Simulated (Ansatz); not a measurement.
# W (fcc type): the cost of one run

Computed with Ansatz 0.2.0 (DFT, PBE, PAW with Ansatz's default frozen-core files, scalar-relativistic, unless a step's input says otherwise).

## Step 1: Starting point

It takes space group Fm-3m (No. 225, cubic). The conventional cell has a = 4.012 Å, b = 4.012 Å, c = 4.012 Å, α = 90.00°, β = 90.00°, γ = 90.00°. Around W (site symmetry m-3m) lie 12 W at 2.84 Å.

Structure file:

```cif
data_structure
_symmetry_space_group_name_H-M 'Fm-3m'
_symmetry_Int_Tables_number 225
_cell_length_a 4.0120
_cell_length_b 4.0120
_cell_length_c 4.0120
_cell_angle_alpha 90.000
_cell_angle_beta 90.000
_cell_angle_gamma 90.000
_cell_volume 64.58
loop_
_atom_site_label
_atom_site_type_symbol
_atom_site_symmetry_multiplicity
_atom_site_Wyckoff_symbol
_atom_site_fract_x
_atom_site_fract_y
_atom_site_fract_z
_atom_site_occupancy
W1 W 4 a 0.00000 0.00000 0.00000 1
```

The file gives the conventional cell by its symmetry; the runs use the cell typed in the input.

## Step 2: Cell relaxed at zero pressure, PAW

Contents of input.yaml:

```yaml
crystal:
  lattice:
    - [0.0, 2.0060235071, 2.0060235071]
    - [2.0060235071, 0.0, 2.0060235071]
    - [2.0060235071, 2.0060235071, 0.0]
  atoms:
    - { symbol: W, position: [0.0, 0.0, 0.0] }
kpoints:
  mp_grid: { grid: [17, 17, 17] }
scf:
  occupations: { method: fermi_dirac, width: 0.08 }
hamiltonian:
  xc: pbe
  pseudopotentials: { kind: paw }
output:
  forces: true
  stress: true
  write_density: true
  write_potential: true
  elf: true
  volumetric_format: npy
relax:
  f_tol: 0.005
  max_steps: 40
  cell: {}
```

Run with:

```console
$ ansatz run input.yaml --threads 1 --pin off --max-ram 3584MiB --backend cpu --events-out ev --progress --plain --runs-dir out
```

Q: Estimate wall time and peak memory on 1 thread of Intel Xeon Platinum 8488C (Sapphire Rapids), shared host.

About 6 s, with a peak of 0.37 GiB.
